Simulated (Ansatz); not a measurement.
# Ir: pressure and energy above lowest point against volume per atom

All results are calculated (Ansatz 0.2.0 development build). Equation of state of a cubic crystal from periodic Kohn-Sham density functional theory without spin; pressure corrected for the finite basis.

Cell of the first row (space group Fd-3m, No. 227):
```
Ir
1.0
      0.0000     2.7286     2.7286
      2.7286     0.0000     2.7286
      2.7286     2.7286     0.0000
Ir
2
Direct
  0.00000 0.00000 0.00000
  0.25000 0.25000 0.25000
```

Settings of every row: formula Ir; structure type diamond; functional PBE; spin treatment none; k mesh 34x34x34; occupation method fermi-dirac; occupation width 0.061225619 eV; wave cutoff 420 eV; datasets soft-1 PAW; density cutoff ratio 4.

Limits: a cubic model structure, not a phase known at ambient conditions; no spin-orbit coupling, which can matter with elements this heavy.

```
row  volume per atom (Å³)  pressure (GPa)  energy above lowest point (meV/atom)
  1                20.316          12.951                                 48.06
  2                20.748           8.001                                 19.93
  3                21.181               ?                                     ?
  4                21.613          -0.286                                     0
  5                22.045          -3.738                                  5.52
  6                22.477          -6.796                                 19.81
  7                 22.91            -9.5                                 41.87
```

Question: what pressure and energy above lowest point should row 3 give?

Worked fit of pressure. Take u = (V_r/V)^(2/3) − 1 with V_r = 21.829 Å³ an atom, which is twice the finite (Eulerian) strain; such expansions in the strain, on which the Birch-Murnaghan equation of state is built, carry the rest volume and the bulk modulus. The shown rows have u = 0.04905, 0.03444, 0.00665, -0.00654, -0.01931, -0.03171. Least squares give pressure = −2.0659 + 261.341 × u + 872.94 × u² + 820.7 × u³ GPa; a parabola predicts inner rows, each left out in turn, worse (root mean square 0.017 against 0.0069 GPa). The rows lie off it by 0.001, -0.003, 0.003, 0.000, -0.003, 0.001. The pressure vanishes at u = 0.0077, or V = 21.58 Å³ an atom, and there the bulk modulus at fixed shape and fractions is B = −V dP/dV = (2/3)(1 + u) dP/du = 185 GPa. The withheld row has u = 0.02029, so the fit gives −2.0659 + 261.341 × (0.02029) + 872.94 × (0.02029)² + 820.7 × (0.02029)³ = 3.603 GPa.

The calculation gave 3.61 GPa. The fit lies 0.007 GPa (0.031 % of the column's range) below it; its largest miss of a shown row is 0.003 GPa.

Worked fit of energy above lowest point. Take u = (V_r/V)^(2/3) − 1 with V_r = 21.829 Å³ an atom, which is twice the finite (Eulerian) strain; such expansions in the strain, on which the Birch-Murnaghan equation of state is built, carry the rest volume and the bulk modulus. The shown rows have u = 0.04905, 0.03444, 0.00665, -0.00654, -0.01931, -0.03171. Least squares give energy above lowest point = 1.606 − 422.26 × u + 27197.6 × u² + 14694 × u³ meV/atom; a parabola predicts inner rows, each left out in turn, worse (root mean square 0.29 against 0.021 meV/atom). The rows lie off it by 0.00, 0.01, -0.01, -0.01, 0.01, -0.01. Its lowest point lies at u = 0.0077, or V = 21.58 Å³ an atom, and the curvature there gives the bulk modulus at fixed shape and fractions, B = (4/9)(1 + u)² E″(u)/V = 185 GPa. The withheld row has u = 0.02029, so the fit gives 1.606 − 422.26 × (0.02029) + 27197.6 × (0.02029)² + 14694 × (0.02029)³ = 4.36 meV/atom.

The calculation gave 4.38 meV/atom. The fit lies 0.02 meV/atom (0.042 % of the column's range) below it; its largest miss of a shown row is 0.01 meV/atom.
